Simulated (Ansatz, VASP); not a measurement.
**SiO2 in VASP and in Ansatz**

```
Si O
1.0
     4.75951    0.00000    0.00000
    -2.37975    4.12186    0.00000
     0.00000    0.00000    5.51060
Si O
3 6
Direct
  0.00000 0.50000 0.33333
  0.50000 0.50000 0.66667
  0.50000 0.00000 0.00000
  0.60860 0.80430 0.83333
  0.80430 0.60860 0.50000
  0.80430 0.19570 0.16667
  0.39140 0.19570 0.83333
  0.19570 0.39140 0.50000
  0.19570 0.80430 0.16667
```

Alike in both runs: functional r2SCAN; k mesh 6 × 6 × 4; occupations gaussian, width 0.02 eV; no spin polarisation.

Ansatz relaxed the structure, and its values are those at the end. VASP's run is a single point on that final structure, the one shown.

|  | VASP | Ansatz |
| --- | --- | --- |
| version | VASP 6.6.1 | Ansatz 0.2.0 |
| potentials or method | VASP PAW PBE potentials, release 64 (Si, O) | scalar-relativistic, plane waves, PAW |
| plane-wave cutoff (eV) | 520 | 500 |
| valence electrons in the cell | 48 | 48 |

|  | VASP | Ansatz | Ansatz less VASP |
| --- | --- | --- | --- |
| gap on the k mesh at the Fermi level (eV) | 6.47 | 6.48 | +0.009 |
| least direct gap on the mesh (eV) | 6.49 | 6.49 | +0.008 |
| pressure (GPa) | 20.8 | 20.5 | -0.29 |
| rms of the force components (eV/Å) | 0.008 | 0.001 | -0.0066 |

Caveats: so large a pressure means that the cell lies far from this level's equilibrium, or that cutoff or potentials fall short (VASP); the potentials were made for another functional, which shifts forces and pressure (VASP). A k mesh can miss the band edges. r2SCAN opens gaps a little over a GGA but as a rule still falls short of measured ones.
